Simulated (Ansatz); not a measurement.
Write the native input for Ansatz 0.2.0 that does the following.

| Property | Result |
| --- | --- |
| Task | single point |
| Functional | PBE |
| Potentials or basis | Ansatz PAW |
| Cutoff | 420 eV (not typed: the program's choice for these potentials) |
| k mesh | 8 × 8 × 8 |
| Occupations | fermi-dirac, width 0.05 eV |
| Spin | collinear spin, ferromagnetic start |
| Starting moments | [1.0, 1.0, 1.0, 3.0] μB |

FeNi3 (Awaruite):

```
Ni Fe
1.0
     3.54500    0.00000    0.00000
     0.00000    3.54500    0.00000
     0.00000    0.00000    3.54500
Ni Fe
3 1
Direct
  0.50000 0.50000 0.00000
  0.50000 0.00000 0.50000
  0.00000 0.50000 0.50000
  0.00000 0.00000 0.00000
```

These files were run (other wordings do the same):

input.yaml

```yaml
crystal:
  lattice:
    - [3.545, 0.0, 0.0]
    - [0.0, 3.545, 0.0]
    - [0.0, 0.0, 3.545]
  atoms:
    - { symbol: Ni, position: [0.5, 0.5, 0.0], spin: 1.0 }
    - { symbol: Ni, position: [0.5, 0.0, 0.5], spin: 1.0 }
    - { symbol: Ni, position: [0.0, 0.5, 0.5], spin: 1.0 }
    - { symbol: Fe, position: [0.0, 0.0, 0.0], spin: 3.0 }
hamiltonian:
  xc: pbe
  pseudopotentials: { kind: paw }
magnetization:
  spin_polarized: true
kpoints:
  mp_grid: { grid: [8, 8, 8] }
scf:
  occupations: { method: fermi_dirac, width: 0.05 }
output:
  forces: true
  stress: true
  eigenvalues: true
  write_density: true
  write_potential: true
  elf: true
  volumetric_format: npy
```

Potentials or basis: Ansatz PAW.

Run with:

```bash
$ ansatz run input.yaml --threads 2 --pin off --max-ram 5120MiB --backend cpu --events-out ev --progress --plain --runs-dir out
```

It gave:

* Pressure: 0.1 GPa
* Band gap on the k mesh: none (metal or under the smearing width)
* Net moment: 4.89 μB per cell
* Absolute moment: 5.39 μB per cell
* Site moments: Ni +0.71; Fe +2.93 μB

It took 11 s on 2 threads of Arm Neoverse V1 (shared host), peak memory 0.48 GiB.
